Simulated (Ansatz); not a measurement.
## BN, space group P1: a calculation of the dielectric tensor and Born charges, step by step

Program: the Ansatz DFT code, driven from Python.

The cells in order, each with its output:

In [1]:
```python
import warnings

import ansatz as az
import numpy as np
```

In [2]:
```python
warnings.simplefilter("ignore", az.DeckWarning)
```

In [3]:
```python
structure = (
    az.Lattice.of((2.508041, 0.0, 0.0), (-1.246711, 2.176231, 0.0), (-0.630665, -1.088116, 3.02254))
    .atom("B", (0.979643, 0.983499, 0.001806))
    .atom("N", (0.668506, 0.332385, 0.984999))
)

structure.resolved().tree()["lattice"]
```
Out [3]:
```text
((2.508041, 0.0, 0.0), (-1.246711, 2.176231, 0.0), (-0.630665, -1.088116, 3.02254))
```

In [4]:
```python
setup = structure.calculation()
setup = setup.mixing("broyden")
setup = setup.basis(420)
setup = setup.scf(tolerance=1e-06)
setup = setup.functional("LDA").kpoints(11, 11, 8)
setup = setup.occupations("fixed").dielectric()
out = setup.run(threads=1, backend="cpu")
response = out.dielectric
eps = np.asarray(response.eps_inf)
```

In [5]:
```python
values = np.linalg.eigvalsh(eps)
print("principal values of eps_inf:", np.round(values, 3))
print("refractive indices:", np.round(np.sqrt(values), 3))
for site, z in zip(out.lattice.sites, response.zstar_e):
    print(f"{site.symbol:2s} Z* trace/3 = {np.trace(z) / 3:+.3f} e")
print(f"charge neutrality missed by {response.zstar_sum_residual_pre_e:.4f} e before the sum rule")
```
```text
principal values of eps_inf: [3.145 4.919 5.662]
refractive indices: [1.773 2.218 2.38 ]
B  Z* trace/3 = +2.126 e
N  Z* trace/3 = -2.126 e
charge neutrality missed by 0.0013 e before the sum rule
```

What to keep in mind:
- These settings explore the input space; cutoff and mesh may be short of convergence.
- Under fixed occupations the level called the Fermi level is the highest filled one on the SCF mesh; off the mesh a filled band can lie a little above it.
- Averages over directions belong to no single polarisation, least of all in layered crystals.
- Pressure is positive in compression.
- The structure comes from a database of computed cells and needn't be a stable or known phase.
- This is the electronic (clamped-ion) response; a semilocal gap that is too small tends to raise it. The typed mesh is that of the SCF; the response is solved on denser meshes that the run picks.
- Processor time in the engine: 43 s on 1 thread of Intel(R) Xeon(R) Processor @ 2.30GHz (shared host), peak memory 0.85 GiB.
